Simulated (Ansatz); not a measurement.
**Si: squeezing one contact**

One table from this session's results is given with a row withheld; the runs are named, their logs left out.

The COD entry's cell or inner coordinates are ideal or old and differ from later refinements, so a difference from it is no clean test against experiment.

Program: Ansatz 0.2.0. Level of theory: DFT PBE, with the methods named in each step. These are calculated values, not measurements.

### The system as given

The structure is cubic, space group Fd-3m (No. 227). Conventional cell: a = 5.427 Å, b = 5.427 Å, c = 5.427 Å, α = 90.00°, β = 90.00°, γ = 90.00°. Si (site symmetry -43m) has 4 Si at 2.35 Å in its first shell of neighbours.

Structure file:

```cif
data_structure
_symmetry_space_group_name_H-M 'P 1'
_symmetry_Int_Tables_number 1
_cell_length_a 3.8376
_cell_length_b 3.8376
_cell_length_c 3.8376
_cell_angle_alpha 60.000
_cell_angle_beta 60.000
_cell_angle_gamma 60.000
_cell_volume 39.96
loop_
_atom_site_label
_atom_site_type_symbol
_atom_site_fract_x
_atom_site_fract_y
_atom_site_fract_z
_atom_site_occupancy
Si1 Si 0.75000 0.75000 0.75000 1
Si2 Si 0.50000 0.50000 0.50000 1
```

Atoms are numbered in the order of the input: Si1, Si2.

The first run:

The input, input.yaml:

```yaml
crystal:
  lattice:
    - [0.0, 2.71356, 2.71356]
    - [2.71356, 0.0, 2.71356]
    - [2.71356, 2.71356, 0.0]
  atoms:
    - { symbol: Si, position: [0.75, 0.75, 0.75] }
    - { symbol: Si, position: [0.5, 0.5, 0.5] }
kpoints:
  mp_grid: { grid: [10, 10, 10] }
scf:
  occupations: { method: fermi_dirac, width: 0.05 }
hamiltonian:
  xc: pbe
  pseudopotentials: { kind: all_electron, lapw: { basis_error: 0.001 } }
output:
  forces: true
  stress: true
  eigenvalues: true
  populations: true
```

The run is started by

```sh
$ ansatz run input.yaml --threads 1 --pin off --max-ram 2048MiB --backend cpu --events-out ev --progress --plain --runs-dir out
```

Steps of the session up to this table: The bond as given, LAPW; Shortest bond scaled by 1, crystal datasets; Shortest bond scaled by 0.88, LAPW; Shortest bond scaled by 0.82, LAPW; Shortest bond scaled by 0.76, LAPW; Shortest bond scaled by 0.7, LAPW; Shortest bond scaled by 0.7, crystal datasets.

One table of the session follows, with a row left open; its other results are not shown here.

| method | length (Å) | force along the bond (eV/Å) | pressure (GPa) | largest force (eV/Å) |
| --- | --- | --- | --- | --- |
| LAPW | 1.645 | 26.976 | 46.01 | 26.976 |
| LAPW | 1.786 | 16.692 | 26.03 | 16.692 |
| LAPW | 1.927 | 10.074 | 13.34 | 10.074 |
| LAPW | 2.068 | 5.549 | 6.23 | 5.549 |
| LAPW | 2.350 | 0.000 | 2.19 | 0.000 |
| PAW | 1.645 | 26.957 | 46.04 | 26.957 |
| PAW | 1.786 | 16.688 | 26.08 | 16.688 |
| PAW | 1.927 | 10.073 | 13.39 | 10.073 |
| PAW | 2.068 | ? | ? | ? |
| PAW | 2.350 | 0.000 | 2.22 | 0.000 |
| PAW (cutoff 1000 eV) | 1.645 | 26.956 | 46.04 | 26.956 |
| crystal datasets | 1.645 | 26.977 | 46.01 | 26.977 |
| crystal datasets | 2.350 | 0.000 | 2.18 | 0.000 |

**Question.** Estimate the row for PAW, 2.068.

The run gave: force along the bond (eV/Å): 5.550; pressure (GPa): 6.27; largest force (eV/Å): 5.550. In the column «force along the bond (eV/Å)» it lies between LAPW, 2.068 (5.549) and PAW, 1.927 (10.073).

Limits of these values: Rows by PAW come from runs of the same series that aren't printed here. Warnings in the runs' records: crystal datasets made.
